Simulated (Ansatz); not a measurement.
Relaxation of CoO

The calculation used Ansatz 0.2.0, DFT PBE+U, scalar-relativistic, plane waves, PAW. Settings: 420 eV cutoff, 16×16×16 k-mesh, Gaussian smearing of 0.10 eV, collinear spin, U_eff Co 3.32 eV on d shells.

What was changed in NiO: Ni → Co on all its sites, cell and atoms relaxed.

With moments and this functional the run may sit in a state above the lowest one.

Command:

```bash
ansatz run input.yaml --threads 1 --pin off --max-ram 2560MiB --backend cpu --events-out ev --progress --plain --runs-dir out
```

Input:

```yaml
crystal:
  lattice:
    - [0.0, 2.1479211363, 2.1479211363]
    - [2.1479211363, 0.0, 2.1479211363]
    - [2.1479211363, 2.1479211363, 0.0]
  atoms:
    - { symbol: Co, position: [0.0, 0.0, 0.0], spin: 2.78 }
    - { symbol: O, position: [0.5, 0.5, 0.5], spin: 0.26 }
basis:
  ecutwfc: 420
kpoints:
  mp_grid: { grid: [16, 16, 16] }
hamiltonian:
  xc: pbe
  hubbard: { sites: [{ species: Co, l: d, u_eff: 3.32 }] }
scf:
  occupations: { method: gaussian, width: 0.1 }
output:
  forces: true
  stress: true
  eigenvalues: true
  populations: true
magnetization:
  spin_polarized: true
relax:
  adjacent_minimum: "off"
  f_tol: 0.01
  max_steps: 60
  cell: { stress_tol: 0.1 }
```

F is the free energy. Steps run on the plane waves of an earlier cell, but the last one, and at times one on the way, on a freshly chosen basis, so a repeated geometry can differ a little in energy.

Steps:

```json
{"step": "1", "F − F(1) (eV)": "0.0000", "largest force component (eV/Å)": "0.000", "V (Å³/atom)": "9.910", "P (GPa)": "-2.84"}
{"step": "2", "F − F(1) (eV)": "-0.0031", "largest force component (eV/Å)": "0.000", "V (Å³/atom)": "9.819", "P (GPa)": "-1.28"}
{"step": "3", "F − F(1) (eV)": "-0.0044", "largest force component (eV/Å)": "0.000", "V (Å³/atom)": "9.746", "P (GPa)": "0.01"}
{"step": "4", "F − F(1) (eV)": "-0.0030", "largest force component (eV/Å)": "0.000", "V (Å³/atom)": "9.746", "P (GPa)": "-0.09"}
```

Relaxed structure:

```
CELL_PARAMETERS angstrom
0.00000 2.13604 2.13604
2.13604 0.00000 2.13604
2.13604 2.13604 0.00000
ATOMIC_POSITIONS crystal
Co 0.00000 0.00000 0.00000
O 0.50000 0.50000 0.50000
```

It takes space group Fm-3m (No. 225, cubic). The conventional cell has a = 4.272 Å, b = 4.272 Å, c = 4.272 Å, α = 90.00°, β = 90.00°, γ = 90.00°. Co (site symmetry m-3m) has 6 O at 2.14 Å as nearest neighbours. O (site symmetry m-3m) is surrounded by 6 Co at 2.14 Å.

The run converged. It took 77 s on 1 thread of Intel(R) Xeon(R) Platinum 8259CL CPU @ 2.50GHz (Skylake/Cascade Lake), with other jobs on the host, peak memory 0.51 GiB.